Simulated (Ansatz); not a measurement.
CaO (h-MgO type) (r2SCAN geometry), in Ansatz:

```cif
data_structure
_symmetry_space_group_name_H-M 'P 1'
_symmetry_Int_Tables_number 1
_cell_length_a 3.9810
_cell_length_b 3.9810
_cell_length_c 4.7701
_cell_angle_alpha 90.000
_cell_angle_beta 90.000
_cell_angle_gamma 120.000
_cell_volume 65.47
loop_
_atom_site_label
_atom_site_type_symbol
_atom_site_fract_x
_atom_site_fract_y
_atom_site_fract_z
_atom_site_occupancy
Ca1 Ca 0.33333 0.66667 0.25000 1
Ca2 Ca 0.66667 0.33333 0.75000 1
O1 O 0.66667 0.33333 0.25000 1
O2 O 0.33333 0.66667 0.75000 1
```

G0W0@r2SCAN with 246 empty bands, a screening cutoff of 140 eV and a 6×6×4 mesh (PAW, contour deformation) gives 4.770 eV over the mesh points, from an r2SCAN gap of 3.632 eV; it sums over 262 bands with 225 plane waves in the screening and a wave cutoff of 500 eV. G0W0 here is at a finite number of bands, screening cutoff and k mesh, not at the basis limit. Spin-unpolarised throughout. Whether this structure exists isn't addressed.

(1) Estimate the gap with empty bands 106, screening cutoff 80 eV.

(2) Another run gave a Kohn-Sham gap of 3.629 eV and a G0W0 gap of 4.773 eV, summing over 262 bands with 225 plane waves in the screening and a wave cutoff of 1290 eV. What was changed?

(3) Estimate the gap with frequency model Godby-Needs pole.

Results:

(1) 4.520 eV (-0.250 eV), from a Kohn-Sham gap of 3.632 eV.

(2) Potentials of the kind norm-conserving. The wave cutoff gives it away.

(3) 4.702 eV (-0.068 eV), from a Kohn-Sham gap of 3.632 eV.
